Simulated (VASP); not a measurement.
**TiTe2 in VASP: convergence with PREC**

Input of the first run (PREC Low); the others differ in this setting and in those tied to it:

Contents of INCAR:

```
SYSTEM = TiTe2
ALGO     = Normal         ! electronic algorithm
EDIFF    = 1E-7           ! SCF threshold, eV
ENCUT    = 520            ! plane-wave cutoff, eV
GGA      = PE             ! functional
ISIF     = 2              ! what is computed and relaxed
ISMEAR   = 0              ! smearing method
LASPH    = .TRUE.         ! aspherical terms in the spheres
LCHARG   = .FALSE.        ! write CHGCAR
LREAL    = .FALSE.        ! projectors in reciprocal space
LWAVE    = .FALSE.        ! write WAVECAR
NELM     = 80             ! most SCF steps
PREC     = Low            ! precision mode
SIGMA    = 0.02           ! smearing width, eV
```

File KPOINTS:

```
k-points
0
G
  6 6 3
  0 0 0
```

The input POSCAR:

```
TiTe2
1.0
    3.7770000000      0.0000000000      0.0000000000
   -1.8885000000      3.2709779501      0.0000000000
    0.0000000000      0.0000000000      6.4980000000
Te Ti
2 1
Direct
    0.3320650000      0.6642140000      0.7380420000
    0.6665900000      0.3358800000      0.2622370000
   -0.0060680000     -0.0034880000      0.0007400000
```

Potentials or basis: VASP PAW PBE potentials, release 64 (Te, Ti_sv).

The run is started by

```console
$ cat potpaw_PBE.64/Te/POTCAR potpaw_PBE.64/Ti_sv/POTCAR > POTCAR
$ mpirun -np 1 vasp_std > vasp.out
```

The cell isn't the ideal one: atoms moved at random, drawn with an rms of 0.02 Å.

Hardware: 1 thread of Intel(R) Xeon(R) 6975P-C (Granite Rapids), on a shared host.

| PREC | energy less the tightest run, at zero smearing (meV/atom) | largest force (eV/Å) | SCF cycles | CPU time (s) | peak memory (GiB) |
| --- | --- | --- | --- | --- | --- |
| Low | -0.15 | 0.117 | 18 | 19 | 0.17 |
| Medium | 0.06 | 0.112 | 18 | 18 | 0.18 |
| Single | 0.06 | 0.112 | 18 | 31 | 0.18 |
| Normal | 0.00 | 0.116 | 18 | 20 | 0.2 |
| High | -0.02 | 0.117 | 18 | 31 | 0.19 |
| Accurate | 0.00 | 0.116 | 18 | 32 | 0.23 |

Against the tightest run, the energy stays within 1 meV/atom from Low on; the largest force stays within 0.005 eV/Å from Low on. The tightest run that finished is the yardstick and may itself not be fully converged.

Spin-orbit coupling is left out, which matters for the levels of Te.
